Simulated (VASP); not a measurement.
Write the native input for VASP 6.6.1 that does the following.

```
Task                   : relaxation of the atoms
Functional             : PBE
Dispersion             : D3(BJ)
Potentials or basis    : VASP PAW PBE potentials, release 64 (Si)
Cutoff                 : 600 eV
k mesh                 : 10 × 10 × 10
Occupations            : gaussian, width 0.03 eV
Spin                   : no spin polarisation
Further INCAR settings : ALGO = Normal; EDIFF = 1e-07; IBRION = 2; EDIFFG = -0.01; NSW = 40
```

The structure of Si lies in POSCAR:

```
Si                                      
1.0
    0.0000000000      2.7278774084      2.7278774084
    2.7278774084      0.0000000000      2.7278774084
    2.7278774084      2.7278774084      0.0000000000
  Si            
     2
Direct
     0.7500000000000000    0.7500000000000000    0.7500000000000000
     0.5000000000000000    0.5000000000000000    0.5000000000000000
```

The cell isn't the ideal one: a relaxed cell with its volume scaled by 1.02.

The input as run:

INCAR

```
SYSTEM = Si
PREC = Accurate
ENCUT = 600
EDIFF = 1E-7
ISMEAR = 0
SIGMA = 0.03
LREAL = .FALSE.
LASPH = .TRUE.
NELM = 80
ALGO = Normal
ISIF = 2
LWAVE = .FALSE.
LCHARG = .FALSE.
GGA = PE
IVDW = 12
IBRION = 2
NSW = 40
EDIFFG = -0.01
```

KPOINTS

```
Automatic mesh
0
G
  10 10 10
  0 0 0
```

Potentials or basis: VASP PAW PBE potentials, release 64 (Si).

Run with:

```console
$ cat potpaw_PBE.64/Si/POTCAR > POTCAR
$ mpirun -np 1 vasp_std > vasp.out
```

It gave:

* Pressure after relaxing: -1.7 GPa
* Band gap on the k mesh: 0.61 eV, indirect (least direct gap 2.56 eV)
* Dispersion energy per atom: -0.310 eV

Caveat: the relaxation stopped at its first step, so nothing moved.

Run time: 7.9 s on 1 thread of Intel(R) Xeon(R) Platinum 8488C (Sapphire Rapids), with other jobs on the host, peak memory 0.17 GiB.
